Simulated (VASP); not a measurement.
# Li8H7S8 (a cell with a defect) in VASP: single point with PBE

Aim: the single point of Li8H7S8 (a cell with a defect) with PBE.

All numbers are computed with VASP 6.6.1; they aren't measurements. Logs are shortened: lines on timing, memory, paths and dates and some standing lists are left out, and cuts for length are marked.

## Step 1: The cell of the first run

The cell holds a defect, 23 atoms: a = 8.266 Å, b = 8.335 Å, c = 8.335 Å, α = 84.76°, β = 123.38°, γ = 123.38°.

## Step 2: Single point, PBE (H vacancy, charge -1, ions relaxed)

File INCAR:

```
ALGO = Normal
EDIFF = 1E-6
ENCUT = 520
GGA = PE
ISIF = 2
ISMEAR = -1
LASPH = True
LCHARG = False
LREAL = Auto
LWAVE = False
NBANDS = 56
NELECT = 80.0
NELM = 80
PREC = Accurate
SIGMA = 0.01
```

File KPOINTS:

```
k-points
0
Gamma
  3 3 3
```

File POSCAR:

```
Li8H7S8
1.0
   -6.1568700000      0.0000000000      5.5147800000
    6.1568700000     -5.6184000000      0.0000000000
    6.1568700000      5.6184000000      0.0000000000
Li H S
8 7 8
Direct
    0.5188089643      0.5085147595      0.4955954734
   -0.0159630909     -0.0265480834      0.4950198366
    0.0061326692      0.5072134507     -0.0022446289
    0.4937227548     -0.0052848071     -0.0021950433
    0.5188089643      0.2732134909      0.2602942048
   -0.0159630909      0.7390170725      0.2605849925
    0.0061326692      0.2583772982      0.7489192185
    0.4937227548      0.7459177981      0.7490075619
    0.0601407214      0.1174267749      0.1927139465
    0.0427821463      0.6236232177      0.6691589286
    0.5589328712      0.1193137320      0.6896191393
    0.5575628740      0.4458741655      0.8746958878
    0.0625391925      0.9395242785      0.8667280657
    0.0625391925      0.4458111268      0.3730149140
    0.5575628740      0.9328669861      0.3616887085
    0.7352404674      0.6129263274      0.8761763487
    0.2390446931      0.1170518521      0.8777071492
    0.2390446931      0.6113375440      0.3719928411
    0.7352404674      0.1090641187      0.3723141400
    0.7635891885      0.6231307860      0.3904584025
    0.2368029768      0.1222992336      0.3645037433
    0.2246045509      0.6255245832      0.8490799677
    0.7366804960      0.1250592943      0.8616212017
```

Potentials or basis: VASP PAW PBE potentials, release 64 (Li_sv, H, S).

Run with:

```console
cat potpaw_PBE.64/Li_sv/POTCAR potpaw_PBE.64/H/POTCAR potpaw_PBE.64/S/POTCAR > POTCAR
mpirun -np 1 vasp_std > vasp.out
```

OUTCAR:

```text
EDIFF = 1E-6
   ENCUT = 520
   GGA = PE
   ISIF = 2
   ISMEAR = -1
   LASPH = True
   LREAL = Auto
   NELECT = 80.0
   NELM = 80
   PREC = Accurate

 ion  position               nearest neighbor table
   1  0.519  0.509  0.496-  20 2.33  18 2.56  16 2.56  21 2.56
   2  0.984  0.973  0.495-  20 2.34  21 2.55  17 2.56  19 2.57
   3  0.006  0.507  0.998-  22 2.46  18 2.50  16 2.52  23 2.54
   4  0.494  0.995  0.998-  22 2.47  19 2.50  17 2.52  23 2.53
   5  0.519  0.273  0.260-  20 2.33  17 2.56  19 2.56  21 2.56
   6  0.984  0.739  0.261-  20 2.34  21 2.55  18 2.56  16 2.57
   7  0.006  0.258  0.749-  22 2.46  17 2.50  19 2.52  23 2.54
   8  0.494  0.746  0.749-  22 2.47  16 2.50  18 2.52  23 2.53
   9  0.060  0.117  0.193-  21 1.35
  10  0.043  0.624  0.669-  22 1.42
  11  0.559  0.119  0.690-  23 1.35
  12  0.558  0.446  0.875-  16 1.35
  13  0.063  0.940  0.867-  17 1.35
  14  0.063  0.446  0.373-  18 1.35
  15  0.558  0.933  0.362-  19 1.35
  16  0.735  0.613  0.876-  12 1.35   8 2.50   3 2.52   1 2.56   6 2.57
  17  0.239  0.117  0.878-  13 1.35   7 2.50   4 2.52   5 2.56   2 2.56
  18  0.239  0.611  0.372-  14 1.35   3 2.50   8 2.52   1 2.56   6 2.56
  19  0.735  0.109  0.372-  15 1.35   4 2.50   7 2.52   5 2.56   2 2.57
  20  0.764  0.623  0.390-   1 2.33   5 2.33   2 2.34   6 2.34
  21  0.237  0.122  0.365-   9 1.35   2 2.55   6 2.55   1 2.56   5 2.56
  22  0.225  0.626  0.849-  10 1.42   7 2.46   3 2.46   8 2.47   4 2.47
  23  0.737  0.125  0.862-  11 1.35   8 2.53   4 2.53   7 2.54   3 2.54

  LATTYP: Found a face centered orthorhombic cell.
 ALAT       =    11.0295600000
 B/A-ratio  =     1.0187895075
 C/A-ratio  =     1.1164307552

  Lattice vectors:

 A1 = (  -6.1568700000,  -5.6184000000,   0.0000000000)
 A2 = (  -6.1568700000,   0.0000000000,  -5.5147800000)
 A3 = (   0.0000000000,  -5.6184000000,  -5.5147800000)

Analysis of symmetry for initial positions (statically):
=====================================================================
 Subroutine PRICEL returns:
 Original cell was already a primitive cell.

 Routine SETGRP: Setting up the symmetry group for a
 face centered orthorhombic supercell.

 Subroutine GETGRP returns: Found  2 space group operations
 (whereof  1 operations were pure point group operations)
 out of a pool of  8 trial point group operations.

The static configuration has the point symmetry C_1 .
 The point group associated with its full space group is C_1h.

Analysis of symmetry for dynamics (positions and initial velocities):
=====================================================================
 Subroutine PRICEL returns:
 Original cell was already a primitive cell.

 Routine SETGRP: Setting up the symmetry group for a
 face centered orthorhombic supercell.

 Subroutine GETGRP returns: Found  2 space group operations
 (whereof  1 operations were pure point group operations)
 out of a pool of  8 trial point group operations.

The dynamic configuration has the point symmetry C_1 .
 The point group associated with its full space group is C_1h.

 Subroutine INISYM returns: Found  2 space group operations
 (whereof  1 operations are pure point group operations),
 and found     1 'primitive' translations

----------------------------------------------------------------------------------------

                                     Primitive cell

  volume of cell :     381.5319

  direct lattice vectors                    reciprocal lattice vectors
    -6.156870000  0.000000000  5.514780000     0.000000000  0.000000000  0.181330896
     6.156870000 -5.618400000  0.000000000     0.081210095 -0.088993308  0.090665448
     6.156870000  5.618400000  0.000000000     0.081210095  0.088993308  0.090665448

  length of vectors
     8.265582051  8.335074490  8.335074490     0.181330896  0.150781670  0.150781670

  position of ions in fractional coordinates (direct lattice)
     0.518808964  0.508514760  0.495595473
     0.984036909  0.973451917  0.495019837
     0.006132669  0.507213451  0.997755371
     0.493722755  0.994715193  0.997804957
     0.518808964  0.273213491  0.260294205
     0.984036909  0.739017072  0.260584993
[... 15 lines left out ...]
     0.224604551  0.625524583  0.849079968
     0.736680496  0.125059294  0.861621202

  ion indices of the primitive-cell ions
   primitive index   ion index
                 1           1
                 2           2
                 3           3
                 4           4
                 5           5
                 6           6
[... 15 lines left out ...]
                22          22
                23          23

----------------------------------------------------------------------------------------

 KPOINTS: k-points

Automatic generation of k-mesh.
 Grid dimensions read from file:
 generate k-points for:    3    3    3

 Generating k-lattice:

  Cartesian coordinates                     Fractional coordinates (reciprocal lattice)
     0.000000000  0.000000000  0.060443632     0.333333333  0.000000000  0.000000000
     0.027070032 -0.029664436  0.030221816     0.000000000  0.333333333 -0.000000000
     0.027070032  0.029664436  0.030221816     0.000000000 -0.000000000  0.333333333

  Length of vectors
     0.060443632  0.050260557  0.050260557

  Shift w.r.t. Gamma in fractional coordinates (k-lattice)
     0.000000000  0.000000000  0.000000000

 Subroutine IBZKPT returns following result:
 ===========================================

 Found     10 irreducible k-points:

 Following reciprocal coordinates:
            Coordinates               Weight
  0.000000  0.000000  0.000000      1.000000
  0.333333  0.000000  0.000000      2.000000
  0.000000  0.333333  0.000000      4.000000
  0.333333 -0.333333  0.000000      4.000000
  0.333333  0.333333  0.000000      4.000000
  0.000000  0.333333  0.333333      4.000000
 -0.333333  0.333333  0.333333      2.000000
  0.000000 -0.333333  0.333333      2.000000
  0.333333 -0.333333  0.333333      2.000000
  0.333333  0.333333 -0.333333      2.000000
   k-points           NKPTS =     10   k-points in BZ     NKDIM =     10   number of bands    NBANDS=     56
   number of dos      NEDOS =    301   number of ions     NIONS =     23
   total plane-waves  NPLWV = 262144
   dimension x,y,z NGX =    64 NGY =   64 NGZ =   64
   dimension x,y,z NGXF=   128 NGYF=  128 NGZF=  128
   ions per type =               8   7   8
   NGX,Y,Z   is equivalent  to a cutoff of  12.87, 12.77, 12.77 a.u.
   NGXF,Y,Z  is equivalent  to a cutoff of  25.74, 25.53, 25.53 a.u.
 SYSTEM =  unknown system
   PREC   = accura    normal or accurate (medium, high low for compatibility)
   ISTART =      0    job   : 0-new  1-cont  2-samecut
   ICHARG =      2    charge: 1-file 2-atom 10-const
   ISPIN  =      1    spin polarized calculation?
   LNONCOLLINEAR =      F non collinear calculations
   LSORBIT =      F    spin-orbit coupling
   LASPH  =      T    aspherical Exc in radial PAW
   ENCUT  =  520.0 eV  38.22 Ry    6.18 a.u.  15.37 15.50 15.50*2*pi/ulx,y,z
   NELM   =     80;   NELMIN=  2; NELMDL= -5     # of ELM steps
   EDIFF  = 0.1E-05   stopping-criterion for ELM
   LREAL  =      T    real-space projection
   EDIFFG = 0.1E-04   stopping-criterion for IOM
   NSW    =      0    number of steps for IOM
   IBRION =     -1    ionic relax: 0-MD 1-quasi-New 2-CG
   NFREE  =      0    steps in history (QN), initial steepest desc. (CG)
   ISIF   =      2    stress and relaxation
   ISYM   =      2    0-nonsym 1-usesym 2-fastsym
   POTIM  = 0.5000    time-step for ionic-motion
   TEBEG  =    0.0;   TEEND  =   0.0 temperature during run
   PSTRESS=    0.0 pullay stress
   NELECT =      80.0000    total number of electrons
   NUPDOWN=      -1.0000    fix difference up-down
   EMIN   =  10.00;   EMAX   =-10.00  energy-range for DOS
   EFERMI =   0.00;   METHOD = LEGACY
   ISMEAR =    -1;   SIGMA  =   0.01  broadening in eV -4-tet -1-fermi 0-gaus
   EFERMI_NEDOS =   21; number of points for ismear=-14 and -15
   IALGO  =     38    algorithm
   IMIX   =      4    mixing-type and parameters
     AMIX     =   0.40;   BMIX     =  1.00
     AMIX_MAG =   1.60;   BMIX_MAG =  1.00
  volume/ion in A,a.u.               =      16.59       111.94
  Fermi-wavevector in a.u.,A,eV,Ry     =   0.972586  1.837920 12.870063  0.945923
  Thomas-Fermi vector in A             =   2.102896
   LORBIT       =      0    0 simple, 1 ext, 2 COOP (PROOUT), +10 PAW based schemes
   GGA     = PE    functional components
   LHFCALC =     F    Hartree Fock is set to
   AEXX    =    0.0000 exact exchange contribution
   IVDW    =     0    specifies the selected vdW correction
   LEPSILON=     F    determine dielectric tensor
   LRPA    =     F    only Hartree local field effects (RPA)
 non-spin polarized calculation
  energy-cutoff  :      520.00
  volume of cell :      381.53
 maximum number of plane-waves:     10307
 NGX is ok and might be reduce to    64
   NGX = 31   NGY = 31   NGZ = 31

 number of electron      79.9999997 magnetization

 Free energy of the ion-electron system (eV)
  ---------------------------------------------------
  ext. energy  EPLUGINS =         0.00000000
  ---------------------------------------------------
  free energy    TOTEN  =       -88.42277320 eV

  energy without entropy =      -88.42277320  energy(sigma->0) =      -88.42277320

 E-fermi :   1.4191     XC(G=0):  -7.7573

 val. band max:        1.1523106143   @ k =   0.0000   0.0000   0.0000
 cond. band min:       3.5271540997   @ k =   0.0000   0.0000   0.0000
 fundamental gap:      2.3748434853
 Fermi energy:         1.4190828327

 k-point     1 :       0.0000    0.0000    0.0000
  band No.  band energies     occupation
      1     -44.3927      2.00000
      2     -44.3895      2.00000
      3     -44.3879      2.00000
      4     -44.3848      2.00000
      5     -43.9314      2.00000
      6     -43.9252      2.00000
[... 44 lines left out ...]
     51       6.2449      0.00000
     52       6.4662      0.00000

 k-point     2 :       0.3333    0.0000    0.0000
  band No.  band energies     occupation
      1     -44.3927      2.00000
      2     -44.3894      2.00000
      3     -44.3880      2.00000
      4     -44.3847      2.00000
      5     -43.9314      2.00000
      6     -43.9252      2.00000
[... 44 lines left out ...]
     51       6.6285      0.00000
     52       6.8883      0.00000

 k-point     3 :       0.0000    0.3333    0.0000
  band No.  band energies     occupation
      1     -44.3927      2.00000
      2     -44.3894      2.00000
      3     -44.3880      2.00000
      4     -44.3847      2.00000
      5     -43.9314      2.00000
      6     -43.9252      2.00000
[... 44 lines left out ...]
     51       6.4961      0.00000
     52       6.7615      0.00000
[... 276 lines left out ...]
 k-point     9 :       0.3333   -0.3333    0.3333
  band No.  band energies     occupation
      1     -44.3927      2.00000
      2     -44.3894      2.00000
      3     -44.3879      2.00000
      4     -44.3847      2.00000
      5     -43.9314      2.00000
      6     -43.9252      2.00000
[... 44 lines left out ...]
     51       6.6331      0.00000
     52       6.8938      0.00000

 k-point    10 :       0.3333    0.3333   -0.3333
  band No.  band energies     occupation
      1     -44.3927      2.00000
      2     -44.3894      2.00000
      3     -44.3880      2.00000
      4     -44.3847      2.00000
      5     -43.9314      2.00000
      6     -43.9252      2.00000
[... 44 lines left out ...]
     51       6.6896      0.00000
     52       6.8127      0.00000
 [bands above 52 left out]

------------------------ aborting loop because EDIFF is reached ----------------------------------------

  FORCE on cell =-STRESS in cart. coord.  units (eV):
  Direction    XX          YY          ZZ          XY          YZ          ZX
  --------------------------------------------------------------------------------------
  -------------------------------------------------------------------------------------
  Total        4.8468095      4.2038398      4.4233847      0.0000000     -0.1165514      0.0000000
  in kB       20.3533407     17.6533006     18.5752415      0.0000000     -0.4894375      0.0000000
  external PRESSURE =      18.8606276 kB  Pullay stress =       0.0000000 kB

 VOLUME and BASIS-vectors are now :
 -----------------------------------------------------------------------------
  energy-cutoff  :      520.00
  volume of cell :      381.53
      direct lattice vectors                 reciprocal lattice vectors
    -6.156870000  0.000000000  5.514780000     0.000000000  0.000000000  0.181330896
     6.156870000 -5.618400000  0.000000000     0.081210095 -0.088993308  0.090665448
     6.156870000  5.618400000  0.000000000     0.081210095  0.088993308  0.090665448

 POSITION                                       TOTAL-FORCE (eV/Angst)
 -----------------------------------------------------------------------------------
      2.98794     -0.07259      2.86112         0.006268     -0.011052     -0.001259
      2.98260     -2.68802      5.42675         0.007913     -0.000896     -0.013670
      9.22814      2.75606      0.03382        -0.012453     -0.012583      0.006414
      9.22790      0.01736      2.72277        -0.012284      0.008016     -0.011736
      0.09050     -0.07259      2.86112        -0.006268     -0.011052     -0.001259
      0.09583     -2.68802      5.42675        -0.007913     -0.000896     -0.013670
[... 15 lines left out ...]
      7.69609      1.25602      1.23864         0.000000     -0.015072     -0.030630
      1.53922      4.13830      4.06263        -0.000000     -0.059654     -0.060245
 -----------------------------------------------------------------------------------
    total drift:                                0.000003      0.003569     -0.004655

  FREE ENERGIE OF THE ION-ELECTRON SYSTEM (eV)
  ---------------------------------------------------
  free  energy   TOTEN  =       -88.4227731954 eV

  energy  without entropy=      -88.4227731954  energy(sigma->0) =      -88.42277320
```

It took 6.5 min on 1 thread of Intel Xeon Platinum 8488C (Sapphire Rapids), shared host; peak memory 0.6 GiB.

What came out:

| Property | Result |
| --- | --- |
| Free energy | -88.4228 eV |
| Largest force | 0.085 eV/Å |
| Band gap on the k mesh | 2.37 eV, direct |

Forces on the atoms (eV/Å):
```
Li   0.006 -0.011 -0.001
Li   0.008 -0.001 -0.014
Li  -0.012 -0.013  0.006
Li  -0.012  0.008 -0.012
Li  -0.006 -0.011 -0.001
Li  -0.008 -0.001 -0.014
Li   0.012 -0.013  0.006
Li   0.012  0.008 -0.012
H    0.000  0.060  0.060
H    0.000  0.031  0.031
H    0.000  0.053  0.056
H   -0.002 -0.040  0.044
H    0.002 -0.040  0.038
H   -0.002 -0.040  0.038
H    0.002 -0.040  0.044
S   -0.001  0.043 -0.040
S    0.004  0.038 -0.033
S   -0.004  0.038 -0.033
S    0.001  0.043 -0.040
S    0.000  0.020  0.020
S    0.000 -0.056 -0.055
S    0.000 -0.015 -0.031
S    0.000 -0.060 -0.060
```

Caveat: the cell carries a net charge on a neutralising background, which shifts energy and pressure; the cell is charged against a uniform background, so pressure and absolute levels hang on convention; the cutoff is under 1.25 times the usual one of these potentials, so pressure, stress and relaxed cells hold a basis-set (Pulay) error.
